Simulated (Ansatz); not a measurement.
# MoS2: the cost of one run

Program: Ansatz 0.2.0. Level of theory: DFT PBEsol, frozen-core PAW, scalar-relativistic unless said. These are calculated values, not measurements.

1 further run of the same task is left out (it didn't finish).

### Step 1. The structure to begin with

The structure is trigonal, space group R3m (No. 160). The conventional cell has a = 3.160 Å, b = 3.160 Å, c = 18.450 Å, α = 90.00°, β = 90.00°, γ = 120.00°. Mo (site symmetry 3m) is surrounded by 6 S at 2.39 Å. S (site symmetry 3m) has 3 Mo at 2.39 Å as nearest neighbours.

As a file:

```
Mo S
1.0
     1.58000    0.91221    6.15000
    -1.58000    0.91221    6.15000
     0.00000   -1.82443    6.15000
Mo S
1 2
Cartesian
  0.0000 0.0000 0.0000
  0.0000 0.0000 4.6125
  0.0000 0.0000 7.6936
```

Cartesian axes are those of the input's lattice vectors. The structure goes back to a database entry.

### Step 2. Cell and atoms relaxed, PAW

Input file input.yaml:

```yaml
crystal:
  lattice:
    - [1.57999999999, 0.91221342531, 6.15]
    - [-1.57999999999, 0.91221342531, 6.15]
    - [0.0, -1.82442685062, 6.15]
  atoms:
    - { symbol: Mo, position: [0.0, 0.0, 0.0] }
    - { symbol: S, position: [0.25, 0.25, 0.25] }
    - { symbol: S, position: [0.417, 0.417, 0.417] }
kpoints:
  mp_grid: { grid: [12, 12, 12] }
scf:
  occupations: { method: fermi_dirac, width: 0.05 }
hamiltonian:
  xc: pbesol
  pseudopotentials: { kind: paw }
relax:
  f_tol: 0.002
  max_steps: 80
  cell: {}
output:
  forces: true
  stress: true
```

On the command line:

```console
ansatz run input.yaml --threads 2 --pin off --max-ram 6144MiB --backend cpu --events-out ev --progress --plain --runs-dir out
```

**Question.** How long does this run take on 2 threads of Intel Xeon 6975P-C (Granite Rapids), shared host, and how much memory does it need?

About 25 s, with a peak of 0.56 GiB.
